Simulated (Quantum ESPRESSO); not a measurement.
# SrO: changing the dispersion correction

The cell as given:

It takes space group Fm-3m (No. 225, cubic). Conventional cell: a = 5.133 Å, b = 5.133 Å, c = 5.133 Å, α = 90.00°, β = 90.00°, γ = 90.00°. Sr (site symmetry m-3m) has 6 O at 2.57 Å as nearest neighbours. Around O (site symmetry m-3m) lie 6 Sr at 2.57 Å.

Kept alike: task relaxation of cell and atoms; functional PBE; k mesh 9 × 9 × 9; occupations fermi-dirac, width 0.05 eV; no spin polarisation. Program: Quantum ESPRESSO, PseudoDojo 0.4.1 SR PBE standard, cutoff 1143 eV. The mesh is that of the run's cell of 2 atoms. No spin-orbit coupling.

| dispersion correction | volume (Å³/atom) |
| --- | --- |
| D2 | 16.689 |
| D3(zero) | 17.115 |
| D3(BJ) | 17.076 |
| D3M(BJ) | 14.828 |
| none | 17.479 |
| rVV10 | 16.994 |

The relaxations keep at least the cell's symmetry (Fm-3m). Relaxations stop with a little pressure left, so the last digits of a volume or edge aren't settled.

The volume runs from 14.828 (D3M(BJ)) to 17.479 Å³/atom (none). Against no correction: D2 -4.5 %; D3(zero) -2.1 %; D3(BJ) -2.3 %; D3M(BJ) -15.2 %; rVV10 -2.8 %. Dispersion terms mostly attract and so lower the volume; the schemes' coefficients and damping set how far.

Every correction contracts SrO, but five of the six volumes lie fairly close together, while D3M(BJ) stands apart at 14.828 Å³/atom. The modest shifts fit an ionic rock-salt oxide, in which the Madelung attraction balanced against closed-shell repulsion sets the lattice spacing and dispersion, mainly involving the polarisable oxide ions, adds only a little. The D3M(BJ) cell is far smaller than the known one and shouldn't be read as strong physical dispersion. The likely cause is its refitted damping, which leaves too much attraction at short range for a large element such as Sr, perhaps aggravated by coefficients too large for the compact, weakly polarisable Sr²⁺ ion.

Uncorrected PBE tends to make such oxides slightly too large, so a mild contraction moves the volume in the right direction. That improvement doesn't establish that the dispersion energy itself is right, because an added attraction can also compensate for PBE's general underbinding in the ionic lattice.
